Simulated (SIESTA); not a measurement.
The system is ZnO (zincite).

```
Zn O
1.0
     3.24931    0.00000    0.00000
    -1.62465    2.81398    0.00000
     0.00000    0.00000    5.20571
Zn O
2 2
Direct
  0.66667 0.33333 0.00000
  0.33333 0.66667 0.50000
  0.33333 0.66667 0.87901
  0.66667 0.33333 0.37901
```

Base run:

```yaml
Program: SIESTA 5.4.2
Functional: LDA
Potentials_or_basis: PseudoDojo 0.4 standard (LDA files)
Basis: DZP (energy shift 0.002 Ry)
Grid_cutoff: 800 Ry
Energy_shift: 0.002 Ry
k_mesh: 9 × 9 × 5
Occupations: fermi-dirac, width 0.05 eV
Spin: no spin polarisation
```

Its results: band gap on the k mesh 1.14 eV, direct; pressure -5.2 GPa; largest force 0.106 eV/Å.

**Question.** The run is repeated on the same cell with these changes: functional from LDA to revPBE; potentials or basis from PseudoDojo 0.4 standard (LDA files) to PseudoDojo 0.4 standard (PBE files). What comes out?

**Answer.** Band gap on the k mesh 1.26 eV, direct; pressure 9.9 GPa; largest force 0.136 eV/Å.

Caveats: semicore shells carry a single zeta, which can move pressures by several GPa and volumes by a few percent; the valence orbitals were made in a potential fitted to the semicore shell under them, which widens gaps by tenths of an eV or more; the basis of atomic orbitals isn't converged, which shifts pressures, moduli and gaps; the potentials were made for another functional, which shifts forces and pressure (some runs).
